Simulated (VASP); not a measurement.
Set up this calculation in VASP 6.6.1, as the native input.

```yaml
Task: relaxation of cell and atoms
Functional: PBE
Potentials_or_basis: VASP PAW PBE potentials, release 54 (Te, Mo)
Cutoff: 580 eV
k_mesh: 9 × 9 × 2
Occupations: fermi-dirac, width 0.05 eV
Spin: no spin polarisation
Further_INCAR_settings: ALGO = Normal; EDIFF = 1e-06; IBRION = 2; EDIFFG = -0.01; NSW = 60; ISIF = 3
```

The structure of Te2Mo lies in POSCAR:

```
Te2Mo
1.0
    3.5182000000      0.0000000000      0.0000000000
   -1.7591000000      3.0468505756      0.0000000000
    0.0000000000      0.0000000000     13.9736000000
Te Mo
4 2
Direct
    0.6666666667      0.3333333333      0.3790000000
    0.3333333333      0.6666666667      0.8790000000
    0.6666666667      0.3333333333      0.1210000000
    0.3333333333      0.6666666667      0.6210000000
    0.6666666667      0.3333333333      0.7500000000
    0.3333333333      0.6666666667      0.2500000000
```

The input as run:

INCAR

```
PREC = Accurate
ENCUT = 580
EDIFF = 1E-6
ISMEAR = -1
SIGMA = 0.05
LREAL = F
LASPH = T
NELM = 100
ALGO = Normal
ISIF = 3
LWAVE = F
LCHARG = F
GGA = PE
IBRION = 2
NSW = 60
EDIFFG = -0.01
```

KPOINTS

```
Automatic mesh
0
Gamma
  9 9 2
```

Potentials or basis: VASP PAW PBE potentials, release 54 (Te, Mo).

Run with:

```console
$ cat potpaw_PBE.54/Te/POTCAR potpaw_PBE.54/Mo/POTCAR > POTCAR
$ mpirun -np 1 vasp_std > vasp.out
```

It gave:

```
Relaxed volume                         : 27.65 Å³/atom
Relaxed cell                           : a = 3.553 Å, b = 3.553 Å, c = 15.177 Å, α = 90.00°, β = 90.00°, γ = 120.00°
Space group after relaxing (to 0.05 Å) : P6_3/mmc (No. 194)
Energy gained by relaxing              : 12.8 meV/atom
Ionic steps                            : 27
Pressure after relaxing                : 0.0 GPa
Band gap on the k mesh                 : 1.02 eV, direct
```

Caveat: spin-orbit coupling is left out, which moves the levels of the heavy elements; an odd mesh through Γ misses points on the zone boundary, where band edges often lie; this functional lacks dispersion, which binds the layers, so the pressure and a relaxed spacing across them are unreliable; the volume moved by +11 % from the deposited cell, more than functionals usually miss.

It took 27 min on 1 thread of Intel(R) Xeon(R) Platinum 8488C (Sapphire Rapids), on a shared host, peak memory 0.35 GiB.
